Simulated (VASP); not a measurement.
# Al (P6_3/mmc) in VASP: reference runs, part 2 of 2

VASP 6.6.1.

**4. Equation of state, PBEsol, 15.26 Å³/atom (volume scaled by 0.96)**

INCAR

```
SYSTEM = Al
ALGO = Normal
EDIFF = 1E-7
ENCUT = 520
GGA = PS
ISIF = 2
ISMEAR = -1
LASPH = .TRUE.
LCHARG = .FALSE.
LREAL = .FALSE.
LWAVE = .FALSE.
NBANDS = 14
NELM = 80
PREC = Accurate
SIGMA = 0.05
```

KPOINTS

```
k-points
0
G
  11 11 3
  0 0 0
```

POSCAR

```
Al
1.0
    2.7888685969      0.0000000000      0.0000000000
   -1.3944342984      2.4152310527      0.0000000000
    0.0000000000      0.0000000000      9.0618428096
Al
4
Direct
    0.6666666667      0.3333333333      0.7500000000
    0.0000000000      0.0000000000      0.5000000000
    0.3333333333      0.6666666667      0.2500000000
    0.0000000000      0.0000000000      0.0000000000
```

Launch:

```
> cat potpaw_PBE.64/Al/POTCAR > POTCAR
> mpirun -np 1 vasp_std > vasp.out
```

Run time: 38 s. Hardware: 1 thread of AMD EPYC 7R43 (Zen 3), shared host; peak memory 0.15 GiB.

It converged, with:

| Item | Value |
| --- | --- |
| Free energy | -16.2873 eV |
| Pressure | 6.0 GPa |
| Band gap on the k mesh | none (metal or under the smearing width) |

Caveat: the PAW data sets were made with another functional, which shifts forces and pressure a little.

**5. Equation of state, PBEsol, 15.58 Å³/atom (volume scaled by 0.98)**

INCAR is that of step 4.

KPOINTS is that of step 4.

POSCAR

```
Al
1.0
    2.8081027812      0.0000000000      0.0000000000
   -1.4040513906      2.4318883449      0.0000000000
    0.0000000000      0.0000000000      9.1243402522
Al
4
Direct
    0.6666666667      0.3333333333      0.7500000000
    0.0000000000      0.0000000000      0.5000000000
    0.3333333333      0.6666666667      0.2500000000
    0.0000000000      0.0000000000      0.0000000000
```

Launch:

```
> cat potpaw_PBE.64/Al/POTCAR > POTCAR
> mpirun -np 1 vasp_std > vasp.out
```

Wall time 40 s (1 thread of AMD EPYC 7R43 (Zen 3), shared host); peak memory 0.15 GiB.

The run converged. Its results:

- Free energy: -16.3263 eV
- Pressure: 3.9 GPa
- Band gap on the k mesh: none (metal or under the smearing width)

Caveat: the PAW data sets were made with another functional, which shifts forces and pressure a little.

**6. Equation of state, PBEsol, 16.21 Å³/atom (volume scaled by 1.02)**

INCAR is that of step 5.

KPOINTS is that of step 5.

POSCAR

```
Al
1.0
    2.8457999342      0.0000000000      0.0000000000
   -1.4228999671      2.4645350371      0.0000000000
    0.0000000000      0.0000000000      9.2468292341
Al
4
Direct
    0.6666666667      0.3333333333      0.7500000000
    0.0000000000      0.0000000000      0.5000000000
    0.3333333333      0.6666666667      0.2500000000
    0.0000000000      0.0000000000      0.0000000000
```

Potentials or basis: VASP PAW PBE potentials, release 64 (Al).

Launch:

```
> cat potpaw_PBE.64/Al/POTCAR > POTCAR
> mpirun -np 1 vasp_std > vasp.out
```

Run time: 40 s. Hardware: 1 thread of AMD EPYC 7R43 (Zen 3), shared host; peak memory 0.15 GiB.

It converged, with:

```
Free energy            : -16.3590 eV
Pressure               : 0.3 GPa
Band gap on the k mesh : none (metal or under the smearing width)
```

Caveat: the PAW data sets were made with another functional, which shifts forces and pressure a little.

**7. Equation of state, PBEsol, 16.53 Å³/atom (volume scaled by 1.04)**

INCAR is that of step 6.

KPOINTS is that of step 6.

POSCAR

```
Al
1.0
    2.8642796724      0.0000000000      0.0000000000
   -1.4321398362      2.4805389598      0.0000000000
    0.0000000000      0.0000000000      9.3068752623
Al
4
Direct
    0.6666666667      0.3333333333      0.7500000000
    0.0000000000      0.0000000000      0.5000000000
    0.3333333333      0.6666666667      0.2500000000
    0.0000000000      0.0000000000      0.0000000000
```

Launch:

```
> cat potpaw_PBE.64/Al/POTCAR > POTCAR
> mpirun -np 1 vasp_std > vasp.out
```

Run time: 39 s. Hardware: 1 thread of AMD EPYC 7R43 (Zen 3), shared host; peak memory 0.14 GiB.

Results (log left out):

* Free energy: -16.3556 eV
* Pressure: -1.2 GPa
* Band gap on the k mesh: none (metal or under the smearing width)

Caveat: the PAW data sets were made with another functional, which shifts forces and pressure a little.

**8. Equation of state, PBEsol, 16.85 Å³/atom (volume scaled by 1.06)**

INCAR is that of step 7.

KPOINTS is that of step 7.

POSCAR

```
Al
1.0
    2.8825239838      0.0000000000      0.0000000000
   -1.4412619919      2.4963389970      0.0000000000
    0.0000000000      0.0000000000      9.3661563209
Al
4
Direct
    0.6666666667      0.3333333333      0.7500000000
    0.0000000000      0.0000000000      0.5000000000
    0.3333333333      0.6666666667      0.2500000000
    0.0000000000      0.0000000000      0.0000000000
```

Launch:

```
> cat potpaw_PBE.64/Al/POTCAR > POTCAR
> mpirun -np 1 vasp_std > vasp.out
```

It took 36 s on 1 thread of AMD EPYC 7R43 (Zen 3), shared host; peak memory 0.15 GiB.

Results (log left out):

```yaml
Free_energy: -16.3407 eV
Pressure: -2.6 GPa
Band_gap_on_the_k_mesh: none (metal or under the smearing width)
```

Caveat: the PAW data sets were made with another functional, which shifts forces and pressure a little.

**9. Single point, PBEsol (atoms moved at random, drawn with an rms of 0.05 Å)**

INCAR is that of step 8.

KPOINTS is that of step 8.

POSCAR

```
Al
1.0
    2.8270770242      0.0000000000      0.0000000000
   -1.4135385121      2.4483205214      0.0000000000
    0.0000000000      0.0000000000      9.1859930700
Al
4
Direct
    0.6512710000      0.3181030000      0.7537220000
   -0.0068000000     -0.0034860000      0.4941930000
    0.3462790000      0.6774530000      0.2479860000
   -0.0057360000     -0.0001190000     -0.0007300000
```

Potentials or basis: VASP PAW PBE potentials, release 64 (Al).

Launch:

```
> cat potpaw_PBE.64/Al/POTCAR > POTCAR
> mpirun -np 1 vasp_std > vasp.out
```

OUTCAR:

```text
SYSTEM = Al
   EDIFF = 1E-7
   ENCUT = 520
   GGA = PS
   ISIF = 2
   ISMEAR = -1
   LASPH = .TRUE.
   LREAL = .FALSE.
   NELM = 80
   PREC = Accurate

 ion  position               nearest neighbor table
   1  0.651  0.318  0.754-   4 2.77   4 2.78   4 2.81   2 2.88   2 2.89   2 2.91
   2  0.993  0.997  0.494-   3 2.76   3 2.80   3 2.81   1 2.88   1 2.89   1 2.91
   3  0.346  0.677  0.248-   2 2.76   4 2.78   2 2.80   2 2.81   4 2.82   4 2.82
   4  0.994  1.000  0.999-   1 2.77   1 2.78   3 2.78   1 2.81   3 2.82   3 2.82

  LATTYP: Found a hexagonal cell.
 ALAT       =     2.8270770242
 C/A-ratio  =     3.2492899880
[... 607 lines left out ...]
  --------------------------------------------------------------------------------------
  -------------------------------------------------------------------------------------
  Total        0.5961158      0.5635748      1.4245764      0.0115526     -0.0133727      0.0007081
  in kB       15.0213573     14.2013664     35.8975090      0.2911110     -0.3369744      0.0178434
  external PRESSURE =      21.7067442 kB  Pullay stress =       0.0000000 kB

 VOLUME and BASIS-vectors are now :
 -----------------------------------------------------------------------------
  energy-cutoff  :      520.00
  volume of cell :       63.58
      direct lattice vectors                 reciprocal lattice vectors
     2.827077024  0.000000000  0.000000000     0.353722234  0.204221627  0.000000000
    -1.413538512  2.448320521  0.000000000     0.000000000  0.408443254  0.000000000
     0.000000000  0.000000000  9.185993070     0.000000000  0.000000000  0.108861393

 POSITION                                       TOTAL-FORCE (eV/Angst)
 -----------------------------------------------------------------------------------
      1.39154      0.77882      6.92369         0.012474      0.044712     -0.328243
      1.39924      2.43979      4.53965         0.023654      0.010567      0.308095
      0.02135      1.65862      2.27800        -0.056492     -0.049257     -0.031490
      1.39749      2.44803      9.17929         0.020364     -0.006022      0.051637
 -----------------------------------------------------------------------------------
    total drift:                               -0.000000      0.000001      0.000005

  FREE ENERGIE OF THE ION-ELECTRON SYSTEM (eV)
  ---------------------------------------------------
  free  energy   TOTEN  =       -16.3330175607 eV

  energy  without entropy=      -16.3199221043  energy(sigma->0) =      -16.32646983
```

It took 4 min on 1 thread of AMD EPYC 7R43 (Zen 3), shared host; peak memory 0.22 GiB.

Results:

```yaml
Free_energy: -16.3330 eV
Pressure: 2.2 GPa
Largest_force: 0.332 eV/Å
Band_gap_on_the_k_mesh: none (metal or under the smearing width)
```

Forces in eV/Å, atoms in the order of the input:
```
Al   0.012  0.045 -0.328
Al   0.024  0.011  0.308
Al  -0.056 -0.049 -0.031
Al   0.020 -0.006  0.052
```

Caveat: the PAW data sets were made with another functional, which shifts forces and pressure a little.

**10. Equation of state, PBEsol**

Potentials or basis: VASP PAW PBE potentials, release 64 (Al).

This step only gathers the single runs of the series.

What came out:

| Quantity | Value |
| --- | --- |
| Equilibrium volume | 16.28 Å³/atom |
| Bulk modulus at fixed shape and positions | 80 GPa |
| Pressure derivative of the bulk modulus | 4.3 |

Energy against volume, from the lowest point:
| volume (Å³/atom) | energy (meV/atom) |
| --- | --- |
| 14.942 | 32.02 |
| 15.260 | 17.91 |
| 15.578 | 8.16 |
| 15.895 | 2.32 |
| 16.213 | 0.00 |
| 16.531 | 0.85 |
| 16.849 | 4.57 |

Caveat: the cell was scaled at fixed shape and fractional positions, which overstates the stiffness of a crystal with free parameters, most of all of layers and chains; the PAW data sets were made with another functional, which shifts forces and pressure a little.

**11. Overview**

```csv
task,cell,gap on the mesh (eV),pressure (GPa)
single point,as given,none,2.0
single point,"atoms moved at random, drawn with an rms of 0.05 Å",none,2.2
equation of state,as given,-,-
```

Alike in all rows: level PBEsol; potentials or basis VASP PAW PBE potentials, release 64 (Al); no spin polarisation; k mesh 11 × 11 × 3; cutoff (eV) 520; smearing fermi-dirac 0.05 eV.

Caveats: the PAW data sets were made with another functional, which shifts forces and pressure a little; the cell was scaled at fixed shape and fractional positions, which overstates the stiffness of a crystal with free parameters, most of all of layers and chains (some runs).

Total energies depend on the potentials used, so only differences within one code and one set of settings carry meaning.
